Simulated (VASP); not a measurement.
Calculation: PBE GGA, VASP's PBE PAW potentials (set 64) (plane waves; VASP).

VASP ran on this input.

**INCAR**
```
! general
SYSTEM =RuO2
PREC   =Accurate
ENCUT  =520
LREAL  =.False.
LASPH  =.True.
ICHARG =11

! electronic loop
EDIFF  =1E-7
NELM   =100
ALGO   =Normal
LMAXMIX=4

! smearing
ISMEAR =0
SIGMA  =0.05

! functional
GGA    =PE

! output
LWAVE  =.False.
LCHARG =.False.
LORBIT =11
```

File KPOINTS:
```
k-points along high-symmetry lines
10
Line-mode
Reciprocal
  0.000000   0.000000   0.000000 ! GAMMA
  0.000000   0.500000   0.000000 ! X

  0.000000   0.500000   0.000000 ! X
  0.500000   0.500000   0.000000 ! M

  0.500000   0.500000   0.000000 ! M
  0.000000   0.000000   0.000000 ! GAMMA

  0.000000   0.000000   0.000000 ! GAMMA
  0.000000   0.000000   0.500000 ! Z

  0.000000   0.000000   0.500000 ! Z
  0.000000   0.500000   0.500000 ! R

  0.000000   0.500000   0.500000 ! R
  0.500000   0.500000   0.500000 ! A

  0.500000   0.500000   0.500000 ! A
  0.000000   0.000000   0.500000 ! Z

  0.000000   0.500000   0.000000 ! X
  0.000000   0.500000   0.500000 ! R

  0.500000   0.500000   0.000000 ! M
  0.500000   0.500000   0.500000 ! A
```

File POSCAR:
```
RuO2
4.5223190
  0.9999999108   0.0000000000   0.0000000000
  0.0000000000   0.9999999108   0.0000000000
  0.0000000000   0.0000000000   0.6908227892
Ru O
2 4
Cartesian
  0.0000000000   0.0000000000   0.6908227892
  0.4999999554   0.4999999554   0.3454113946
  0.3057749718   0.3057749718   0.0000000000
  0.8057749272   0.1942249836   0.3454113946
  0.1942249836   0.8057749272   0.3454113946
  0.6942249390   0.6942249390   0.6908227892
```

POTCAR, in this order: Ru_pv O (PBE.64 set). Program: vasp_std. Read from the step before: CHGCAR.

Output

**OSZICAR**
```
       N       E                     dE             d eps       ncg     rms          rms(c)
DAV:   1     0.534909347862E+03    0.53491E+03   -0.31668E+04  5620   0.175E+03
DAV:   2    -0.156251901681E+02   -0.55053E+03   -0.53521E+03  6499   0.493E+02
DAV:   3    -0.442122572495E+02   -0.28587E+02   -0.27967E+02  6794   0.111E+02
DAV:   4    -0.447515244315E+02   -0.53927E+00   -0.53804E+00  6514   0.147E+01
DAV:   5    -0.447666085521E+02   -0.15084E-01   -0.15082E-01  6879   0.214E+00
DAV:   6    -0.447672258139E+02   -0.61726E-03   -0.61726E-03  7122   0.353E-01
DAV:   7    -0.447672327098E+02   -0.68959E-05   -0.68961E-05  7038   0.416E-02
DAV:   8    -0.447672328547E+02   -0.14492E-06   -0.14438E-06  6614   0.500E-03
DAV:   9    -0.447672328591E+02   -0.43701E-08   -0.40501E-08  4430   0.827E-04
   1 F= -.44767233E+02 E0= -.44764922E+02  d E =-.462119E-02
```

OUTCAR:
```
 val. band max:        6.5470865570   @ k =   0.0000   0.5000   0.1111

 cond. band min:       6.5615449272   @ k =   0.0000   0.0556   0.5000



 k-point     1 :       0.0000    0.0000    0.0000
  band No.  band energies     occupation
      1     -37.1491      2.00000
      2     -37.1491      2.00000
      3     -36.6950      2.00000
      4     -36.6950      2.00000
      5     -36.6847      2.00000
      6     -36.6625      2.00000
      7     -13.4573      2.00000
      8     -12.4253      2.00000
      9     -11.5149      2.00000
     10     -11.5149      2.00000
     11      -1.6389      2.00000
     12      -1.5340      2.00000
     13      -0.4015      2.00000
     14      -0.0206      2.00000
     15      -0.0206      2.00000
     16       2.4817      2.00000
     17       2.5031      2.00000
     18       2.5031      2.00000
     19       3.9171      2.00000
     20       4.3539      2.00000
     21       4.3539      2.00000
     22       4.8837      2.00000
     23       5.1309      2.00000
     24       5.2331      2.00000
     25       5.3193      2.00000
     26       5.3193      2.00000
     27       5.7700      2.00000
     28       8.0661      0.00000
     29       8.3259      0.00000
     30      11.0910      0.00000
     31      11.0910      0.00000

 k-point     2 :       0.0000    0.0556    0.0000
  band No.  band energies     occupation
      1     -37.1491      2.00000
      2     -37.1491      2.00000
      3     -36.6951      2.00000
      4     -36.6951      2.00000
      5     -36.6845      2.00000
      6     -36.6626      2.00000
      7     -13.4461      2.00000
      8     -12.4224      2.00000
      9     -11.5295      2.00000
     10     -11.5215      2.00000
     11      -1.6168      2.00000
     12      -1.5077      2.00000
     13      -0.3811      2.00000
     14      -0.0181      2.00000
     15      -0.0164      2.00000
     16       2.4574      2.00000
     17       2.4710      2.00000
     18       2.4775      2.00000
...
```

The density is held fixed in this step, so its total energy and stress have no physical meaning.

The compound is RuO2 in the rutile structure. It was relaxed first.
